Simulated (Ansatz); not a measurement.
Method: DFT PBE, scalar-relativistic, plane waves, PAW (Ansatz). Settings: cutoff 420 eV, Γ-centred meshes spaced at most about 0.3 Å⁻¹, and about 0.25 Å⁻¹ or finer for metals (2π included), Gaussian smearing. No spin polarisation.

Temperature and zero-point effects are left out.

Task: Order these relaxed structures of Si₂Ge₃ by energy, lowest first, with the energy over the lowest of them.
A.

```
CELL_PARAMETERS angstrom
1.99201 1.15009 16.27768
-1.99201 1.15009 16.27768
0.00000 -2.30017 16.27768
ATOMIC_POSITIONS crystal
Si 0.97567 0.97567 0.97567
Si 0.62708 0.62708 0.62708
Si 0.02433 0.02433 0.02433
Si 0.37293 0.37293 0.37293
Ge 0.22633 0.22633 0.22633
Ge 0.57736 0.57736 0.57736
Ge 0.17548 0.17548 0.17548
Ge 0.82452 0.82452 0.82452
Ge 0.77367 0.77367 0.77367
Ge 0.42264 0.42264 0.42264
```

B.

```
CELL_PARAMETERS angstrom
2.67516 0.00000 0.00000
0.00000 4.21627 0.00000
0.00000 0.00000 8.76553
ATOMIC_POSITIONS crystal
Si 0.00000 0.50000 0.36344
Si 0.00000 0.50000 0.63656
Ge 0.50000 0.50000 0.00000
Ge 0.00000 0.00000 0.79508
Ge 0.00000 0.00000 0.20492
```

Result: A (0 meV/atom), B (375 meV/atom). Forms: A R-3m; B Pmmm. Counting Ge atoms around Si (those within 1.25 times the shortest such distance or 1.15 times the sum of covalent radii, 1.27 where that leaves under three; a plus sign parts nearer from farther groups; the shortest distance is added where it exceeds 1.18 times the sum of covalent radii; a slash parts the counts of unlike sites): A has Si 1/3+3 from 3.9 Å; B has Si 2. Both come from invented guesses.

Weakly bound directions are ill-defined at this level, which has no dispersion term (Pmmm), and this can change margins and order among such cells. Cells relaxed within their symmetry can be saddle points. Some candidate types were left out of the draw beforehand, so a known form may be missing.
